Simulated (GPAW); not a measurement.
# CdO2 (P-3m1) in GPAW: notebook

One crystal, CdO2, is run at these levels: PBEsol, LDA; tasks: band structure.

All numbers are computed with GPAW 26.7.0; they aren't measurements. Logs are shortened: lines on timing, memory, paths and dates and some standing lists are left out, and cuts for length are marked. The log counts tension as positive stress, the text compression.

## (1) Starting point

It takes space group P-3m1 (No. 164, trigonal). Conventional cell: a = 3.476 Å, b = 3.476 Å, c = 4.148 Å, α = 90.00°, β = 90.00°, γ = 120.00°. Around Cd (site symmetry -3m) lie 6 O at 2.25 Å. O (site symmetry 3m) is surrounded by 3 Cd at 2.25 Å.

The cell comes from a database or a generator and needn't be the stable form of this composition.

## (2) Band structure, PBEsol

run.py

```python
from ase import Atoms
from ase.dft.bandgap import bandgap
from ase.io import write
from ase.units import GPa
from gpaw import GPAW, PW, setup_paths

setup_paths.insert(0, '.')

atoms = Atoms(['Cd', 'O', 'O'],
              cell=[[3.4762295762, 0.0, 0.0],
                    [-1.7381147881, 3.0105031223, 0.0],
                    [0.0, 0.0, 4.148076]],
              scaled_positions=[[0.0, 0.0, 0.0],
                                [0.3333333333, 0.6666666667, 0.244219],
                                [0.6666666667, 0.3333333333, 0.755781]],
              pbc=True)

calc = GPAW(mode=PW(800),
            xc='PBEsol',
            kpts={'size': (7, 7, 5), 'gamma': True},
            occupations={'name': 'fermi-dirac', 'width': 0.05},
            nbands=22,
            convergence={'density': 1e-05, 'energy': 1e-05},
            maxiter=150,
            txt='gpaw.txt')
atoms.calc = calc
energy = atoms.get_potential_energy()
forces = atoms.get_forces()
stress = atoms.get_stress()
calc.write('gs.gpw')
write('result.traj', atoms)
print(f'Energy: {energy:.6f} eV')
print('Forces (eV/A):')
print(forces.round(4))
print('Stress (GPa):', (stress / GPa).round(3))
print('Fermi level:', round(calc.get_fermi_level(), 4), 'eV')
print(f'Gap: {bandgap(calc)[0]:.4f} eV, direct: {bandgap(calc, direct=True)[0]:.4f} eV')

path = atoms.cell.bandpath('GMKGALHA,LM,KH', npoints=80, eps=1e-4)
bs_calc = calc.fixed_density(kpts=path, symmetry='off', nbands=34,
                             convergence={'bands': 'CBM+6.0', 'eigenstates': 1e-6}, txt='bands.txt')
bs = bs_calc.band_structure()
bs.write('bs.json')
print(f'Gap on the path: {bandgap(bs_calc)[0]:.4f} eV')
```

Potentials or basis: PAW data sets generated in the run's folder for this functional, pw.

Command:

```bash
> gpaw-setup -f PBEsol Cd O
> OMP_NUM_THREADS=1 python run.py
```

gpaw.txt:

```text
__  _  _
 | _ |_)|_||  |
 |__||  | ||/\| - 26.7.0

Input parameters:
  mode=PW(ecut=800.0),
  convergence={'density': 1e-05, 'energy': 1e-05},
  kpts=MonkhorstPack(size=(7, 7, 5), gamma=True),
  maxiter=150,
  nbands=22,
  occupations=Occupations(name='fermi-dirac', width=0.05),
  xc=XC(name='PBEsol')

Diagonalizing LCAO Hamiltonian
Converting LCAO to pw mode

            O

         O

       Cd

Atoms  # Å, Bohr magnetons
|   | symbol |         x |        y |        z |    initial magnetic moments |
|---|--------|-----------|----------|----------|-----------------------------|
| 0 |     Cd |  0.000000 | 0.000000 | 0.000000 | ( 0.0000,  0.0000,  0.0000) |
| 1 |      O | -0.000000 | 2.007002 | 1.013039 | ( 0.0000,  0.0000,  0.0000) |
| 2 |      O |  1.738115 | 1.003501 | 3.135037 | ( 0.0000,  0.0000,  0.0000) |

Unit cell  # Å
| periodic |         x |        y |        z |  lengths |     angles |
|----------|-----------|----------|----------|----------|------------|
|      yes |  3.476230 | 0.000000 | 0.000000 | 3.476230 |  90.000000 |
|      yes | -1.738115 | 3.010503 | 0.000000 | 3.476230 |  90.000000 |
|      yes |  0.000000 | 0.000000 | 4.148076 | 4.148076 | 120.000000 |

Number of symmetries: 12
Symmetry operations  # r_c * U_cc + t_c -> r_c
|    | kind |            matrix            |
|----|------|------------------------------|
|  0 |  σ   |  1, 1, 0,  0,-1, 0,  0, 0, 1 |
|  1 |  S6  |  1, 1, 0, -1, 0, 0,  0, 0,-1 |
|  2 |  E   |  1, 0, 0,  0, 1, 0,  0, 0, 1 |
|  3 |  C2  |  1, 0, 0, -1,-1, 0,  0, 0,-1 |
|  4 |  C2  |  0, 1, 0,  1, 0, 0,  0, 0,-1 |
|  5 |  C3  |  0, 1, 0, -1,-1, 0,  0, 0, 1 |
|  6 |  S6  |  0,-1, 0,  1, 1, 0,  0, 0,-1 |
|  7 |  σ   |  0,-1, 0, -1, 0, 0,  0, 0, 1 |
|  8 |  σ   | -1, 0, 0,  1, 1, 0,  0, 0, 1 |
|  9 |  i   | -1, 0, 0,  0,-1, 0,  0, 0,-1 |
| 10 |  C3  | -1,-1, 0,  1, 0, 0,  0, 0, 1 |
| 11 |  C2  | -1,-1, 0,  0, 1, 0,  0, 0,-1 |

BZ-sampling:
  Number of BZ points: 245
  Number of IBZ points: 32

  Monkhorst-Pack size: [7, 7, 5]
  Monkhorst-Pack shift: [0, 0, 0]

K-points  # in reciprocal-cell coordinates
|     |                                coordinates |     weight |
|-----|--------------------------------------------|------------|
|   0 | (  0.00000000,   0.00000000,   0.00000000) | 0.00408163 |
|   1 | (  0.00000000,   0.00000000,   0.20000000) | 0.00816327 |
|   2 | (  0.00000000,   0.00000000,   0.40000000) | 0.00816327 |
|   3 | (  0.14285714,   0.00000000,  -0.40000000) | 0.02448980 |
|   4 | (  0.14285714,   0.00000000,  -0.20000000) | 0.02448980 |
|   5 | (  0.14285714,   0.00000000,   0.00000000) | 0.02448980 |
|   6 | (  0.14285714,   0.00000000,   0.20000000) | 0.02448980 |
|   7 | (  0.14285714,   0.00000000,   0.40000000) | 0.02448980 |
|   8 | (  0.28571429,  -0.14285714,   0.00000000) | 0.02448980 |
|   9 | (  0.28571429,  -0.14285714,   0.20000000) | 0.04897959 |
| ... |                                            |            |
|  31 | (  0.42857143,   0.42857143,   0.40000000) | 0.04897959 |

Plane wave coefficients: 2240
Cutoff: 800.0 eV

Spin-components: 1 (collinear spins)
Bands:           22
Projectors:      16
Spin-degeneracy: 2
Datatype:        complex128

Parallelization:
  kpt:    1
  domain: 1
  band:   1

Density:
  Valence electrons: 24.0
  Components: 1
  Grid points: [24 24 28]
  Charge: 0.0  # |e|

Potential:
  Grid points: [24 24 28]

species:
  Cd:
    name:    Cadmium
    Z:       48.0
    valence: 12
    core:    36
    charge:  0.0  # [|e|]
    compensation charges:
      type: gauss
      rc: 0.38  # [Å]
      lmax: 2
    cutoffs:
      filter: 2.12  # [Å]
      core: 2.62  # [Å]
    projectors
    | kind |    occ | energy [eV] | rcut [Å] |
    |------|--------|-------------|----------|
    |   5s |  2.000 |      -5.696 |    1.191 |
    |   5p |  0.000 |      -1.145 |    1.228 |
    |   4d | 10.000 |     -11.735 |    1.164 |
    |    s |        |      21.516 |    1.191 |
    |    p |        |      26.066 |    1.228 |
    |    d |        |      15.476 |    1.164 |

    Using partial waves for Cd as LCAO basis

  O:
    name:    Oxygen
    Z:       8.0
    valence: 6
    core:    2
    charge:  0.0  # [|e|]
    compensation charges:
      type: gauss
      rc: 0.21  # [Å]
      lmax: 2
    cutoffs:
      filter: 1.17  # [Å]
      core: 0.83  # [Å]
    projectors
    | kind |    occ | energy [eV] | rcut [Å] |
    |------|--------|-------------|----------|
    |   2s |  2.000 |     -23.808 |    0.688 |
    |   2p |  4.000 |      -8.972 |    0.598 |
    |    s |        |       3.404 |    0.688 |
    |    p |        |      18.239 |    0.598 |
    |    d |        |       0.000 |    0.619 |

    Using partial waves for O as LCAO basis

Reference energy: -156170.244223  # eV

eigensolver:
  PPCG
  Converge bands: occupied
  niter=2

density mixing:
  MSR1-Mixer
  Pratt-step length: 0.05
  Maximum mixing coefficient: 0.75
  Old densities: 10
  SVD Regularization: 0.005
  Good broyden scale: 1.0
  Trust region scale: 1.0
  Backstep threshold: 4.0
  History deletion threshold: 6.0
  Fourier metric: weight=20.0, sigma=0.015

occupation numbers:
  Fermi-Dirac:
    width: 0.0500  # eV

poisson solver:
  ecut: 6400.0  # eV

xc functional:
  name: PBEsol with 2 nearest neighbor stencil

convergence criteria:
- Maximum integral of absolute [dens]ity change: 1e-05 electrons / valence electron
- Maximum [total energy] change in last 3 cyles: 1e-05 eV / valence electron
- Maximum integral of absolute [eigenst]ate change: 4e-08 eV^2 / valence electron
maximum number of iterations: 150

SCF iterations
|iter     | |      energy | eigst |  dens |
|---------|-|-------------|-------|-------|
|iter:   1| |  -13.743418 | -0.38 |       |
|iter:   2| |  -13.039521 | -2.08 | -0.96 |
|iter:   3| |  -12.024378 | -1.58 | -1.06 |
|iter:   4| |  -11.971884 | -3.09 | -1.47 |
|iter:   5| |  -11.959850 | -3.34 | -1.66 |
|iter:   6| |  -11.959212 | -4.29 | -2.36 |
|iter:   7| |  -11.959248 | -5.77 | -3.03 |
|iter:   8| |  -11.959254c| -6.95 | -3.55 |
|iter:   9| |  -11.959254c| -7.74c| -4.11 |
|iter:  10| |  -11.959254c| -8.01c| -4.84 |
|iter:  11| |  -11.959254c| -8.73c| -5.31c|

Converged in 11 steps
Energy contributions relative to reference atoms: (reference = -156170.244223)

Energy contributions:
  Kinetic:          11.564244
  Coulomb:         -12.338906
  Zero:              0.469486
  External:          0.000000
  Xc:              -11.632790
  Entropy:          -0.042575
  Spinorbit:         0.000000
  ----------------------------
  Free energy:     -11.980542
  Extrapolated:    -11.959254

dipole moment: (-5.721581, -9.910069, -13.654767)  # |e|*Ang

Fermi level: 2.193
Eigenvalues  # (at kpt = [0.000, 0.000, 0.000])
| band index |      eig [eV] | occ [0-2] |
|------------|---------------|-----------|
|          0 |       -14.883 |     2.000 |
|        ... |               |           |
|          4 |        -4.662 |     2.000 |
|          5 |        -4.039 |     2.000 |
|          6 |        -4.039 |     2.000 |
|          7 |         0.008 |     2.000 |
|          8 |         1.229 |     2.000 |
|          9 |         1.229 |     2.000 |
[... 8 lines left out ...]
|         18 |        20.413 |     0.000 |
|         19 |        21.542 |     0.000 |
|        ... |               |           |
|         21 |        21.746 |     0.000 |

No gap
No difference between direct/indirect transitions

Forces  # eV/Ang
|        x |        y |        z |
|----------|----------|----------|
|  0.00000 | -0.00000 |  0.00000 |  # Cd   0
|  0.00000 |  0.00000 | -0.34790 |  # O    1
| -0.00000 | -0.00000 |  0.34790 |  # O    2

Stress tensor  # eV/Ang^3
|         x |         y |         z |
|-----------|-----------|-----------|
|  0.074784 | -0.000000 |  0.000000 |
| -0.000000 |  0.074784 | -0.000000 |
|  0.000000 | -0.000000 |  0.059221 |

# Writing to gs.gpw (mode='')
```

stdout:

```text
Energy: -11.959254 eV
Forces (eV/A):
[[ 0.     -0.      0.    ]
 [ 0.      0.     -0.3479]
 [-0.     -0.      0.3479]]
Stress (GPa): [11.982 11.982  9.488 -0.     0.    -0.   ]
Fermi level: 2.1932 eV
Gap: 0.0000 eV, direct: 0.0000 eV
Gap on the path: 0.0000 eV
```

bands.txt:

```text
Diagonalizing LCAO Hamiltonian
Converting LCAO to pw mode
convergence criteria:
- Maximum integral of absolute [eigenst]ate change: 1e-06 eV^2 / valence electron
maximum number of iterations: 150

SCF iterations
|iter     | |      energy | eigst |  dens |
|---------|-|-------------|-------|-------|
|iter:   1| |             | +0.20 |       |
[... 84 lines left out ...]
         [0.33333333, 0.33333333, 0.        ],
         [0.33333333, 0.33333333, 0.07142857],
         [0.33333333, 0.33333333, 0.14285714],
         [0.33333333, 0.33333333, 0.21428571],
         [0.33333333, 0.33333333, 0.28571429],
         [0.33333333, 0.33333333, 0.35714286],
         [0.33333333, 0.33333333, 0.42857143],
         [0.33333333, 0.33333333, 0.5       ]])),
  maxiter=150,
  nbands=34,
  occupations=Occupations(name='fermi-dirac', width=0.05),
  symmetry=Symmetry(point_group=False, time_reversal=False),
  xc=XC(name='PBEsol')
```

It took 67 s on 1 thread of Arm Neoverse V2, shared host; peak memory 0.35 GiB.

Results:

```yaml
Free_energy: -11.9805 eV
Pressure: -11.2 GPa
Largest_force: 0.348 eV/Å
Band_gap_along_the_path: none (metal or under the smearing width)
```

Forces on the atoms (eV/Å):
```
Cd   0.000  0.000  0.000
O    0.000  0.000 -0.348
O    0.000  0.000  0.348
```

Stress tensor (GPa, compression positive):
```
-11.98   0.00   0.00
  0.00 -11.98   0.00
  0.00   0.00  -9.49
```

Levels at the corners of the path, in eV from the Fermi level:
```tsv
point	band 9	band 10	band 11	band 12	band 13	band 14
Γ	-0.96	-0.96	-0.05	-0.05	0.02	3.22
M	-2.35	-2.30	-1.55	-0.16	0.38	7.17
K	-1.75	-1.75	-1.23	-0.60	-0.60	7.46
Γ	-0.96	-0.96	-0.05	-0.05	0.02	3.22
A	-1.57	-1.19	-1.19	0.22	0.22	5.46
L	-3.29	-1.89	-0.61	-0.11	-0.08	7.38
H	-2.57	-2.57	-2.13	0.35	0.35	7.97
A	-1.57	-1.19	-1.19	0.22	0.22	5.46
L	-3.29	-1.89	-0.61	-0.11	-0.08	7.38
M	-2.35	-2.30	-1.55	-0.16	0.38	7.17
K	-1.75	-1.75	-1.23	-0.60	-0.60	7.46
H	-2.57	-2.57	-2.13	0.35	0.35	7.97
```

## (3) Band structure, LDA

run.py, as its differences from that of step 2:

```diff
@@ -4,5 +4,3 @@
 from ase.units import GPa
-from gpaw import GPAW, PW, setup_paths
-
-setup_paths.insert(0, '.')
+from gpaw import GPAW, PW
 
@@ -18,3 +16,3 @@
 calc = GPAW(mode=PW(800),
-            xc='PBEsol',
+            xc='LDA',
             kpts={'size': (7, 7, 5), 'gamma': True},
```

Potentials or basis: the program's PAW data sets (release 1.2.1) made for this functional, pw.

Command:

```bash
> OMP_NUM_THREADS=1 python run.py
```

It took 64 s on 1 thread of Arm Neoverse V2, shared host; peak memory 0.35 GiB.

Results (log left out):

```yaml
Free_energy: -13.1106 eV
Pressure: -15.5 GPa
Largest_force: 0.528 eV/Å
Band_gap_along_the_path: none (metal or under the smearing width)
```

Forces on the atoms (eV/Å):
```
Cd   0.000  0.000  0.000
O    0.000  0.000 -0.528
O    0.000  0.000  0.528
```

Stress tensor (GPa, compression positive):
```
-16.77   0.00   0.00
  0.00 -16.77   0.00
  0.00   0.00 -13.05
```

Levels at the corners of the path, in eV from the Fermi level:
| point | band 8 | band 9 | band 10 | band 11 | band 12 | band 13 | band 14 |
| --- | --- | --- | --- | --- | --- | --- | --- |
| Γ | -2.18 | -0.97 | -0.97 | -0.05 | -0.05 | 0.02 | 3.14 |
| M | -3.44 | -2.36 | -2.31 | -1.57 | -0.17 | 0.38 | 7.05 |
| K | -4.12 | -1.74 | -1.74 | -1.25 | -0.62 | -0.62 | 7.33 |
| Γ | -2.18 | -0.97 | -0.97 | -0.05 | -0.05 | 0.02 | 3.14 |
| A | -1.80 | -1.60 | -1.20 | -1.20 | 0.23 | 0.23 | 5.37 |
| L | -3.41 | -3.31 | -1.90 | -0.61 | -0.12 | -0.08 | 7.25 |
| H | -3.41 | -2.57 | -2.57 | -2.16 | 0.35 | 0.35 | 7.83 |
| A | -1.80 | -1.60 | -1.20 | -1.20 | 0.23 | 0.23 | 5.37 |
| L | -3.41 | -3.31 | -1.90 | -0.61 | -0.12 | -0.08 | 7.25 |
| M | -3.44 | -2.36 | -2.31 | -1.57 | -0.17 | 0.38 | 7.05 |
| K | -4.12 | -1.74 | -1.74 | -1.25 | -0.62 | -0.62 | 7.33 |
| H | -3.41 | -2.57 | -2.57 | -2.16 | 0.35 | 0.35 | 7.83 |
